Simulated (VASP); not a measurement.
**Lattice of SiC (Moissanite), functional by functional**

Aim: relax SiC (Moissanite) at several levels of theory and compare the cells. The starting structure is a measured crystal structure from the Crystallography Open Database. The first relaxation on each setting starts from this cell expanded by 3 % in volume.

Method: Kohn-Sham DFT with plane waves and PAW; PBEsol, LDA, PBE, PBEsol + D3(BJ), r2SCAN, r2SCAN + rVV10, vdW-DF-cx and TPSS, in VASP 6.6.1.

**1. Starting point**

The structure is hexagonal, space group P6_3mc (No. 186). Conventional cell: a = 3.081 Å, b = 3.081 Å, c = 15.125 Å, α = 90.00°, β = 90.00°, γ = 120.00°. Nearest to Si lie 4 C at 1.89 Å. Nearest to Si lie 4 C at 1.88 to 1.90 Å. Nearest to C lie 4 Si at 1.89 to 1.90 Å. Nearest to C lie 4 Si at 1.89 Å. C has 4 Si at 1.88 to 1.89 Å nearest. Farther neighbours are not listed.

Coordinates:

```
Si C
1.0
     3.08100    0.00000    0.00000
    -1.54050    2.66822    0.00000
     0.00000    0.00000   15.12480
Si C
6 6
Cartesian
  0.0000 1.7788 12.5974
  1.5405 0.8894 5.0350
  1.5405 0.8894 10.0792
  0.0000 1.7788 2.5168
  0.0000 0.0000 7.5624
  0.0000 0.0000 0.0000
  0.0000 0.0000 13.2282
  0.0000 0.0000 5.6658
  0.0000 1.7788 10.7084
  1.5405 0.8894 3.1460
  1.5405 0.8894 8.1855
  0.0000 1.7788 0.6231
```

**2. Relaxation with PBEsol**

PBEsol restores the gradient expansion of exchange and is tuned for the cells of solids. This run starts from the cell of an earlier relaxation, which isn't shown; the restart sets up the plane waves anew.

INCAR reads:

```
SYSTEM = SiC
PREC = Accurate
ENCUT = 520
EDIFF = 1E-06
NELM = 100
ISMEAR = 0
SIGMA = 0.03
LREAL = .FALSE.
ALGO = Normal
GGA = PS
NBANDS = 36
LORBIT = 11
LWAVE = .FALSE.
LCHARG = .FALSE.
KPAR = 16
IBRION = 2
NSW = 50
ISIF = 3
EDIFFG = -0.006
```

POSCAR reads:

```
SiC
1.0
    3.0804630372      0.0000000000      0.0000000000
   -1.5402315186      2.6677592457      0.0000000000
    0.0000000000      0.0000000000     15.1143895478
Si C
6 6
Direct
    0.3333333333      0.6666666667      0.8329959875
    0.6666666667      0.3333333333      0.3329959875
    0.6666666667      0.3333333333      0.6665039981
    0.3333333333      0.6666666667      0.1665039981
    0.0000000000      0.0000000000      0.4997215087
    0.0000000000      0.0000000000      0.9997215087
    0.0000000000      0.0000000000      0.8743688475
    0.0000000000      0.0000000000      0.3743688475
    0.3333333333      0.6666666667      0.7079993925
    0.6666666667      0.3333333333      0.2079993925
    0.6666666667      0.3333333333      0.5415102657
    0.3333333333      0.6666666667      0.0415102657
```

KPOINTS reads:

```
Automatic mesh
0
Gamma
9 9 2
0 0 0
```

PAW data sets: Si and C (PBE family, release 64).

Run with:

```bash
$ mpirun -np 16 vasp_std
```

Output:

```text
[banner, memory and clock lines left out]
running   16 mpi-ranks, on    1 nodes
 distrk:  each k-point on    1 cores,   16 groups
 distr:  one band on    1 cores,    1 groups

 POSCAR found type information on POSCAR SiC
 POSCAR found :  2 types and      12 ions
|                                                                             |
|           W    W    AA    RRRRR   N    N  II  N    N   GGGG   !!!           |
|           W    W   A  A   R    R  NN   N  II  NN   N  G    G  !!!           |
|           W    W  A    A  R    R  N N  N  II  N N  N  G       !!!           |
|           W WW W  AAAAAA  RRRRR   N  N N  II  N  N N  G  GGG   !            |
|           WW  WW  A    A  R   R   N   NN  II  N   NN  G    G                |
|           W    W  A    A  R    R  N    N  II  N    N   GGGG   !!!           |
|                                                                             |
|     For optimal performance we recommend to set                             |
|       NCORE = 2 up to number-of-cores-per-socket                            |
|     NCORE specifies how many cores store one orbital (NPAR=cpu/NCORE).      |
|     This setting can greatly improve the performance of VASP for DFT.       |
|     The default, NCORE=1 might be grossly inefficient on modern             |
|     multi-core architectures or massively parallel machines. Do your        |
|     Unfortunately you need to use the default for GW and RPA                |
|     calculations (for HF NCORE is supported but not extensively tested      |
|     yet).                                                                   |
|                                                                             |

|                                                                             |
|               ----> ADVICE to this user running VASP <----                  |
|                                                                             |
|     You enforced a specific xc type in the INCAR file but a different       |
|     [... a line on the potential file left out ...]
|     I HOPE YOU KNOW WHAT YOU ARE DOING!                                     |
|                                                                             |

 LDA part: xc-table for (Slater+PW92), standard interpolation
 POSCAR, INCAR and KPOINTS ok, starting setup
 FFT: planning ... GRIDC
 FFT: planning ... GRID_SOFT
 FFT: planning ... GRID
 WAVECAR not read
 entering main loop
       N       E                     dE             d eps       ncg     rms          rms(c)
DAV:   1     0.124318944906E+03    0.12432E+03   -0.21826E+04  1728   0.119E+03
DAV:   2    -0.942147468386E+02   -0.21853E+03   -0.20441E+03  2252   0.212E+02
DAV:   3    -0.106095178344E+03   -0.11880E+02   -0.11797E+02  2272   0.471E+01
DAV:   4    -0.106272278167E+03   -0.17710E+00   -0.17673E+00  2216   0.657E+00
DAV:   5    -0.106275990875E+03   -0.37127E-02   -0.37095E-02  2200   0.907E-01    0.214E+01
DAV:   6    -0.959388844731E+02    0.10337E+02   -0.29636E+01  2124   0.199E+01    0.975E+00
DAV:   7    -0.955890432739E+02    0.34984E+00   -0.30486E+00  2304   0.661E+00    0.397E+00
DAV:   8    -0.955139448713E+02    0.75098E-01   -0.20887E-01  2092   0.180E+00    0.118E+00
DAV:   9    -0.955036806324E+02    0.10264E-01   -0.26200E-02  2168   0.707E-01    0.169E-01
DAV:  10    -0.955040051856E+02   -0.32455E-03   -0.15422E-03  2144   0.177E-01    0.856E-02
DAV:  11    -0.955040298869E+02   -0.24701E-04   -0.11166E-04  2160   0.590E-02    0.144E-02
DAV:  12    -0.955040289194E+02    0.96746E-06   -0.72852E-06  2160   0.121E-02
   1 F= -.95504029E+02 E0= -.95504029E+02  d E =-.955040E+02
 curvature:   0.00 expect dE= 0.000E+00 dE for cont linesearch  0.000E+00
 trial: gam= 0.00000 g(F)=  0.174E-06 g(S)=  0.144E-05 ort = 0.000E+00 (trialstep = 0.100E+01)
 search vector abs. value=  0.162E-05
 reached required accuracy - stopping structural energy minimisation
```

The job ended after 9.4 s (16 MPI ranks of AMD EPYC 9R45, shared host; peak memory 4.3 GiB).

Lines that name or quote the potential files are left out of all logs, and their timing lines are given in words.

Parts of OUTCAR (step 2):

```text
ion  position               nearest neighbor table
   1  0.333  0.667  0.833-   7 1.89   7 1.89   7 1.89   9 1.89   3 3.08   3 3.08   3 3.08   6 3.08
                             6 3.08   6 3.08
   2  0.667  0.333  0.333-   8 1.89   8 1.89   8 1.89  10 1.89   4 3.08   4 3.08   4 3.08   5 3.08
                             5 3.08   5 3.08
   3  0.667  0.333  0.667-   9 1.89   9 1.89   9 1.89  11 1.89   1 3.08   1 3.08   1 3.08   5 3.09
                             5 3.09   5 3.09
   4  0.333  0.667  0.167-  10 1.89  10 1.89  10 1.89  12 1.89   2 3.08   2 3.08   2 3.08   6 3.09
                             6 3.09   6 3.09
   5  0.000  0.000  0.500-  11 1.89  11 1.89  11 1.89   8 1.89   2 3.08   2 3.08   2 3.08   3 3.09
                             3 3.09   3 3.09
   6  0.000  0.000  1.000-  12 1.89  12 1.89  12 1.89   7 1.89   1 3.08   1 3.08   1 3.08   4 3.09
                             4 3.09   4 3.09
   7  0.000  0.000  0.874-   1 1.89   1 1.89   1 1.89   6 1.89
   8  0.000  0.000  0.374-   2 1.89   2 1.89   2 1.89   5 1.89
   9  0.333  0.667  0.708-   3 1.89   3 1.89   3 1.89   1 1.89
  10  0.667  0.333  0.208-   4 1.89   4 1.89   4 1.89   2 1.89
  11  0.667  0.333  0.542-   5 1.89   5 1.89   5 1.89   3 1.89
  12  0.333  0.667  0.042-   6 1.89   6 1.89   6 1.89   4 1.89

  LATTYP: Found a hexagonal cell.
 ALAT       =     3.0804630372
 C/A-ratio  =     4.9065317017

 Subroutine GETGRP returns: Found 12 space group operations
 (whereof  6 operations were pure point group operations)

The static configuration has the point symmetry C_3v.
 The point group associated with its full space group is C_6v.

 Found     24 irreducible k-points:

   k-points           NKPTS =     24   k-points in BZ     NKDIM =     24   number of bands    NBANDS=     36

   dimension x,y,z NGX =    24 NGY =   24 NGZ =  112
   dimension x,y,z NGXF=    48 NGYF=   48 NGZF=  224

   ENCUT  =  520.0 eV  38.22 Ry    6.18 a.u.   5.73  5.73 28.10*2*pi/ulx,y,z

   NELECT =      48.0000    total number of electrons

 k-points in reciprocal lattice and weights: Automatic mesh
   0.00000000  0.00000000  0.00000000       0.006
   0.11111111  0.00000000  0.00000000       0.037
   0.22222222 -0.00000000  0.00000000       0.037
   0.33333333  0.00000000  0.00000000       0.037
   0.44444444 -0.00000000  0.00000000       0.037
   0.11111111  0.11111111  0.00000000       0.037
   0.22222222  0.11111111  0.00000000       0.074
   0.33333333  0.11111111  0.00000000       0.074
   0.44444444  0.11111111  0.00000000       0.037
[...]
0.33333333  0.22222222  0.50000000       0.074
   0.33333333  0.33333333  0.50000000       0.012

 average (electrostatic) potential at core
       1 -80.0978       2 -80.0978       3 -80.1149       4 -80.1149       5 -80.1636
       6 -80.1636       7 -44.9332       8 -44.9332       9 -44.9469      10 -44.9469
      11 -45.0087      12 -45.0087

 E-fermi :   8.2384

 k-point     1 :       0.0000    0.0000    0.0000
  band No.  band energies     occupation
    ...
     20       7.7933      2.00000
     21       7.7933      2.00000
     22       8.0605      2.00000
     23       8.0969      2.00000
     24       8.0969      2.00000
     25      13.2094      0.00000
     26      13.3778      0.00000
     27      13.7888      0.00000
     28      14.3000      0.00000
     29      14.3460      0.00000
    ...

 k-point     2 :       0.1111    0.0000    0.0000
  band No.  band energies     occupation
    ...
     20       7.3563      2.00000
     21       7.5415      2.00000
     22       7.5952      2.00000
     23       7.9240      2.00000
     24       8.0046      2.00000
     25      13.3915      0.00000
     26      13.6810      0.00000
     27      13.7948      0.00000
     28      14.3575      0.00000
     29      14.5185      0.00000
    ...

 k-point     3 :       0.2222   -0.0000    0.0000
  band No.  band energies     occupation
    ...
     20       6.4857      2.00000
     21       7.0745      2.00000
     22       7.1063      2.00000
     23       7.5189      2.00000
     24       7.6693      2.00000
     25      11.9910      0.00000
     26      12.2910      0.00000
     27      12.6296      0.00000
     28      13.2866      0.00000
     29      13.9763      0.00000
    ...

  Total        0.0125682      0.0125682      0.0065936      0.0000000      0.0000000     -0.0000000
  in kB        0.1621181      0.1621181      0.0850514      0.0000000      0.0000000     -0.0000000
  external PRESSURE =       0.1364292 kB  Pullay stress =       0.0000000 kB

  energy-cutoff  :      520.00
  volume of cell :      124.21
      direct lattice vectors                 reciprocal lattice vectors
     3.080463037  0.000000000  0.000000000     0.324626521  0.187423209  0.000000000
    -1.540231519  2.667759246  0.000000000     0.000000000  0.374846419  0.000000000
     0.000000000  0.000000000 15.114389548     0.000000000  0.000000000  0.066162116

 POSITION                                       TOTAL-FORCE (eV/Angst)
 -----------------------------------------------------------------------------------
     -0.00000      1.77851     12.59023         0.000000      0.000000     -0.000396
      1.54023      0.88925      5.03303        -0.000000     -0.000000     -0.000396
      1.54023      0.88925     10.07380         0.000000     -0.000000     -0.000497
     -0.00000      1.77851      2.51661        -0.000000      0.000000     -0.000497
      0.00000      0.00000      7.55299         0.000000     -0.000000     -0.000454
      0.00000      0.00000     15.11018        -0.000000      0.000000     -0.000454
      0.00000      0.00000     13.21555         0.000000      0.000000      0.000748
      0.00000      0.00000      5.65836         0.000000      0.000000      0.000748
     -0.00000      1.77851     10.70098        -0.000000      0.000000      0.000775
      1.54023      0.88925      3.14378         0.000000     -0.000000      0.000775
      1.54023      0.88925      8.18460        -0.000000      0.000000     -0.000176
     -0.00000      1.77851      0.62740         0.000000     -0.000000     -0.000176
 -----------------------------------------------------------------------------------
    total drift:                               -0.000000     -0.000000      0.000380

  FREE ENERGIE OF THE ION-ELECTRON SYSTEM (eV)
  ---------------------------------------------------
  free  energy   TOTEN  =       -95.5040289194 eV

  energy  without entropy=      -95.5040289194  energy(sigma->0) =      -95.50402892

 reached required accuracy - stopping structural energy minimisation

 total charge
# of ion       s       p       d       tot
------------------------------------------
    1        0.709   0.970   0.000   1.679
    2        0.709   0.970   0.000   1.679
    3        0.708   0.973   0.000   1.681
    4        0.708   0.973   0.000   1.681
    5        0.708   0.971   0.000   1.680
    6        0.708   0.971   0.000   1.680
    7        0.833   1.699   0.000   2.533
    8        0.833   1.699   0.000   2.533
    9        0.833   1.699   0.000   2.532
   10        0.833   1.699   0.000   2.532
   11        0.833   1.698   0.000   2.531
   12        0.833   1.698   0.000   2.531
--------------------------------------------------
tot          9.249  16.021   0.000  25.271

[... 3 further parts left out ...]
```

CONTCAR:

```
SiC
   1.00000000000000
     3.0804630371999999    0.0000000000000000    0.0000000000000000
    -1.5402315186000000    2.6677592457000001    0.0000000000000000
     0.0000000000000000    0.0000000000000000   15.1143895478000001
  Si              C
     6     6
Direct
     0.3333333332999970    0.6666666667000030    0.8329959874999986
     0.6666666667000030    0.3333333332999970    0.3329959874999986
     0.6666666667000030    0.3333333332999970    0.6665039980999978
     0.3333333332999970    0.6666666667000030    0.1665039980999978
     0.0000000000000000    0.0000000000000000    0.4997215086999987
     0.0000000000000000    0.0000000000000000    0.9997215086999987
     0.0000000000000000    0.0000000000000000    0.8743688475000013
     0.0000000000000000    0.0000000000000000    0.3743688475000013
     0.3333333332999970    0.6666666667000030    0.7079993924999997
     0.6666666667000030    0.3333333332999970    0.2079993924999997
     0.6666666667000030    0.3333333332999970    0.5415102656999977
     0.3333333332999970    0.6666666667000030    0.0415102656999977
```

The PAW data sets were made with PBE, which is usual practice but a small mismatch for other functionals. The run keeps the 12 symmetry operations of its start, so it cannot find a distortion of lower symmetry.

With PBEsol the relaxed cell holds 10.351 Å³ an atom, -0.10 % against the measured cell, with a = 3.080 Å and c = 15.114 Å.

**3. Relaxation with LDA**

LDA, the lowest rung, knows the local density alone. This run starts from the cell of an earlier relaxation, which isn't shown; the restart sets up the plane waves anew.

INCAR, as its differences from that of step 2:

```diff
@@ -9,3 +9,3 @@
 ALGO = Normal
-GGA = PS
+GGA = CA
 NBANDS = 36
```

POSCAR reads:

```
SiC
1.0
    3.0609192514      0.0000000000      0.0000000000
   -1.5304596257      2.6508338307      0.0000000000
    0.0000000000      0.0000000000     15.0193077028
Si C
6 6
Direct
    0.3333333333      0.6666666667      0.8329886986
    0.6666666667      0.3333333333      0.3329886986
    0.6666666667      0.3333333333      0.6665021288
    0.3333333333      0.6666666667      0.1665021288
    0.0000000000      0.0000000000      0.4997292922
    0.0000000000      0.0000000000      0.9997292922
    0.0000000000      0.0000000000      0.8743681755
    0.0000000000      0.0000000000      0.3743681755
    0.3333333333      0.6666666667      0.7079990293
    0.6666666667      0.3333333333      0.2079990293
    0.6666666667      0.3333333333      0.5415126755
    0.3333333333      0.6666666667      0.0415126755
```

KPOINTS is that of step 2.

The projector-augmented-wave data sets are Si and C (LDA family, release 64).

Run with:

```bash
$ mpirun -np 16 vasp_std
```

Output:

```text
[banner, memory and clock lines left out]
running   16 mpi-ranks, on    1 nodes
[...]
[... a notice as in an earlier step ...]

 LDA part: xc-table for (Slater(with rela. corr.)+CA(PZ))
 , standard interpolation
 POSCAR, INCAR and KPOINTS ok, starting setup
[...]
entering main loop
       N       E                     dE             d eps       ncg     rms          rms(c)
DAV:   1     0.116414439010E+03    0.11641E+03   -0.21857E+04  1728   0.119E+03
DAV:   2    -0.100663838514E+03   -0.21708E+03   -0.20310E+03  2224   0.214E+02
DAV:   3    -0.112237342181E+03   -0.11574E+02   -0.11496E+02  2272   0.469E+01
DAV:   4    -0.112412959063E+03   -0.17562E+00   -0.17524E+00  2232   0.672E+00
[...]
DAV:  11    -0.998682216133E+02   -0.16786E-04   -0.64692E-05  2224   0.428E-02    0.265E-02
DAV:  12    -0.998682116981E+02    0.99151E-05   -0.20128E-05  2104   0.194E-02    0.141E-02
DAV:  13    -0.998682108870E+02    0.81116E-06   -0.49269E-06  2048   0.898E-03
   1 F= -.99868211E+02 E0= -.99868211E+02  d E =-.998682E+02
[...]
reached required accuracy - stopping structural energy minimisation
```

The job ended after 8.6 s (16 MPI ranks; peak memory 3.7 GiB; 88 s of CPU time).

OUTCAR, selected parts (step 3):

```text
  Total        0.0234888      0.0234888      0.0118881      0.0000000     -0.0000000      0.0000000
  in kB        0.3088069      0.3088069      0.1562928      0.0000000     -0.0000000      0.0000000
  external PRESSURE =       0.2579688 kB  Pullay stress =       0.0000000 kB

 POSITION                                       TOTAL-FORCE (eV/Angst)
 -----------------------------------------------------------------------------------
     -0.00000      1.76722     12.51091        -0.000000     -0.000000     -0.000488
      1.53046      0.88361      5.00126         0.000000     -0.000000     -0.000488
      1.53046      0.88361     10.01040        -0.000000      0.000000     -0.000482
     -0.00000      1.76722      2.50075         0.000000     -0.000000     -0.000482
      0.00000      0.00000      7.50559         0.000000     -0.000000     -0.001147
      0.00000      0.00000     15.01524         0.000000     -0.000000     -0.001147
      0.00000      0.00000     13.13240         0.000000      0.000000      0.000824
      0.00000      0.00000      5.62275        -0.000000     -0.000000      0.000824
     -0.00000      1.76722     10.63366        -0.000000     -0.000000      0.000735
      1.53046      0.88361      3.12400         0.000000      0.000000      0.000735
      1.53046      0.88361      8.13315         0.000000      0.000000      0.000558
     -0.00000      1.76722      0.62349        -0.000000     -0.000000      0.000558
 -----------------------------------------------------------------------------------
    total drift:                               -0.000000     -0.000000      0.000412

  FREE ENERGIE OF THE ION-ELECTRON SYSTEM (eV)
  ---------------------------------------------------
  free  energy   TOTEN  =       -99.8682108870 eV

  energy  without entropy=      -99.8682108870  energy(sigma->0) =      -99.86821089

[... 2 parts as in an earlier step ...]

[... 2 further parts left out ...]
[key lines of the parts left out:]
E-fermi :   8.5195
```

With LDA the relaxed cell holds 10.156 Å³ an atom, -1.99 % against the measured cell, with a = 3.061 Å and c = 15.019 Å. That is -1.89 % from PBEsol.

(Continued in part 2 of 3.)

[Lines on the potential files, build, host, timing and source positions are cut from VASP's logs without a mark.]

[Logs are printed without paths, hosts, clocks, repeated set-up lines and the standing remarks that a program may print on its own settings, such as how far it seeks lower states.]

[Hosts, paths, dates, database ids (printed as entryN), source tags and the programs' standing remarks are cut or masked in the printed files.]
